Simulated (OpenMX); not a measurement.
Runs of OpenMX 3.8.5 on Bi. Symmetry: C2/m, No. 12, monoclinic system. Conventional cell: a = 7.117 Å, b = 6.390 Å, c = 3.368 Å, α = 90.00°, β = 112.43°, γ = 90.00°. Bi (site symmetry m) has 6 Bi at 3.27 to 3.49 Å as nearest neighbours. This isn't the form of Bi at room conditions, which is rhombohedral.

```tsv
cell	gap on the mesh (eV)	pressure (GPa)	largest force (eV/Å)
C2/m, 35.4 Å³/atom	none	-0.9	0.05
C2/m, 34.03 Å³/atom	none	0.9	0.04
C2/m, 31.36 Å³/atom	none	6.0	0.22
C2/m, 36.8 Å³/atom	none	(b)	0.07
C2/m, 32.68 Å³/atom	none	(a)	0.10
```

Alike in all rows: task single point; level PBE; potentials or basis OpenMX 2013 PBE set, Bi8.0-s3p2d2f1, grid cutoff 500 Ry; no spin polarisation; k mesh 5 × 5 × 7; smearing fermi-dirac 0.05 eV.

Problem. Fill in the values left out.

Solution. (a) 3.2; (b) -2.3.

Caveats: the basis has few d functions beyond the semicore shells, which can make volumes several per cent too large; spin-orbit coupling is left out, which moves the levels of the heavy elements; the basis of atomic orbitals isn't converged, which shifts pressures, moduli and gaps.

A k mesh can miss the band edges, and the runs leave out spin-orbit coupling on Bi.

A gap of «none» marks a metal or a gap under the smearing width.
